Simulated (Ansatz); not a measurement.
# ZnCu2SnS4: the cost of one run

Method: DFT, levels as named, plane waves, PAW, in Ansatz 0.2.0.

### Step 1. The structure to begin with

The structure is tetragonal, space group I-4 (No. 82). Conventional cell: a = 5.434 Å, b = 5.434 Å, c = 10.850 Å, α = 90.00°, β = 90.00°, γ = 90.00°. Around Zn (site symmetry -4) lie 4 S at 2.33 Å. Around Cu (site symmetry -4) lie 4 S at 2.33 Å. Around Sn (site symmetry -4) lie 4 S at 2.41 Å. S (site symmetry 1) is surrounded by 1 Zn at 2.33 Å and 2 Cu at 2.33 Å and 1 Sn at 2.41 Å.

Structure file:

```cif
data_structure
_symmetry_space_group_name_H-M 'I-4'
_symmetry_Int_Tables_number 82
_cell_length_a 5.4342
_cell_length_b 5.4342
_cell_length_c 10.8496
_cell_angle_alpha 90.000
_cell_angle_beta 90.000
_cell_angle_gamma 90.000
_cell_volume 320.39
loop_
_atom_site_label
_atom_site_type_symbol
_atom_site_symmetry_multiplicity
_atom_site_Wyckoff_symbol
_atom_site_fract_x
_atom_site_fract_y
_atom_site_fract_z
_atom_site_occupancy
Zn1 Zn 2 d 0.50000 0.00000 0.25000 1
Cu1 Cu 2 a 0.00000 0.00000 0.00000 1
Cu2 Cu 2 c 0.00000 0.50000 0.25000 1
Sn1 Sn 2 b 0.50000 0.50000 0.00000 1
S1 S 8 g 0.75620 0.24340 0.12821 1
```

### Step 2. PBE: cell and atoms

input.yaml

```yaml
crystal:
  lattice:
    - [-2.7171, 2.7171, 5.4248]
    - [2.7171, -2.7171, 5.4248]
    - [2.7171, 2.7171, -5.4248]
  atoms:
    - { symbol: Zn, position: [0.25, 0.75, 0.5] }
    - { symbol: Cu, position: [0.0, 0.0, 0.0] }
    - { symbol: Cu, position: [0.75, 0.25, 0.5] }
    - { symbol: Sn, position: [0.5, 0.5, 0.0] }
    - { symbol: S, position: [0.37161, 0.88441, 0.9996] }
    - { symbol: S, position: [0.11559, 0.11519, 0.4872] }
    - { symbol: S, position: [0.88481, 0.37201, 0.0004] }
    - { symbol: S, position: [0.62799, 0.62839, 0.5128] }
  symmetry: { tolerance: 0.0003 }
hamiltonian:
  xc: pbe
  pseudopotentials: { kind: paw, azcp: { folder: soft_1 } }
basis:
  ecutwfc: 420
magnetization:
  spin_polarized: false
scf:
  occupations: { method: fermi_dirac, width: 0.02 }
kpoints:
  mp_grid: { grid: [2, 2, 2], shift: [0, 0, 0] }
output:
  forces: true
  stress: true
  eigenvalues: true
relax:
  max_steps: 60
  cell: {}
```

Started as:

```sh
$ ansatz run input.yaml --threads 2 --pin off --max-ram 5632MiB --backend cpu --events-out ev --progress --plain --runs-dir out
```

**Question.** How long does this run take on 2 threads of AMD EPYC 9R45 (Zen 5), shared host, and how much memory does it need?

About 4.1 s, with a peak of 0.56 GiB.
